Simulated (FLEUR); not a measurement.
# Ni3Ge: equation of state with LDA

The system is Ni3Ge.

```
Ge Ni
1.0
     3.53033    0.00000    0.00000
     0.00000    3.53033    0.00000
     0.00000    0.00000    3.53033
Ge Ni
1 3
Direct
  0.00000 0.00000 0.00000
  0.50000 0.50000 0.00000
  0.00000 0.50000 0.50000
  0.50000 0.00000 0.50000
```

The cell comes from a database or a generator and needn't be the stable form of this composition.

```json
{"Program": "FLEUR MaX-R8.1 (later development tree)", "Task": "equation of state", "Functional": "LDA", "Potentials or basis": "all-electron", "Basis": "FLAPW", "Kmax": "4.62 1/bohr", "k mesh": "8 × 8 × 8", "Occupations": "fermi-dirac, width 0.05 eV", "Spin": "collinear spin, program default start", "Gmax": "14.3 1/bohr", "Muffin-tin radii": "Ge 2.12, Ni 2.12 bohr", "lmax": "Ge 9, Ni 9", "lnonsphr": "Ge 9, Ni 9", "Local orbitals a species": "Ge 6, Ni 5"}
```

```yaml
Equilibrium_volume: 10.61 Å³/atom
Bulk_modulus: 240 GPa
Pressure_derivative_of_the_bulk_modulus: "5.0 (rough: it moves with the points fitted)"
```

Energy against volume, from the lowest point:
```csv
volume (Å³/atom),energy (meV/atom)
10.340,5.12
10.560,0.00
11.000,9.96
11.440,41.94
11.660,64.56
```
